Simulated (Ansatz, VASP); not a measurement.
**Two plane-wave programs on BN**

```
B N
1.0
     0.00000    3.49532    2.16609
     1.25163    0.00000    2.16609
     1.25163    3.49532    0.00000
B N
1 1
Direct
  0.00005 0.00005 0.99995
  0.66665 0.66665 0.33335
```

Measurements of this composition are mostly on another form, of space group No. 194.

Alike in both runs: task relaxation of cell and atoms; functional PBE; dispersion D3(BJ); k mesh 12 × 12 × 12; occupations gaussian, width 0.02 eV; no spin polarisation.

|  | VASP | Ansatz |
| --- | --- | --- |
| version | VASP 6.6.1 | Ansatz 0.2.0 |
| potentials or method | VASP PAW PBE potentials, release 64 (B, N) | scalar-relativistic, plane waves, PAW |
| plane-wave cutoff (eV) | 600 | 420 |
| valence electrons in the cell | 8 | 8 |

|  | VASP | Ansatz | Ansatz less VASP |
| --- | --- | --- | --- |
| gap on the k mesh at the Fermi level, each at its own relaxed structure (eV) | 3.60 | 3.66 | +0.060 |
| relaxed volume (Å³/atom) | 8.99 | 9.08 | +0.095 |
| relaxed cell length with the largest relative difference (Å) | 3.535 | 3.567 | +0.0320 |
| energy change over the relaxation (meV/atom) | -2 | -2 | +0.8 |

A k mesh can miss the band edges. Expect the measured gap to be larger: semilocal functionals such as PBE lack the derivative discontinuity.
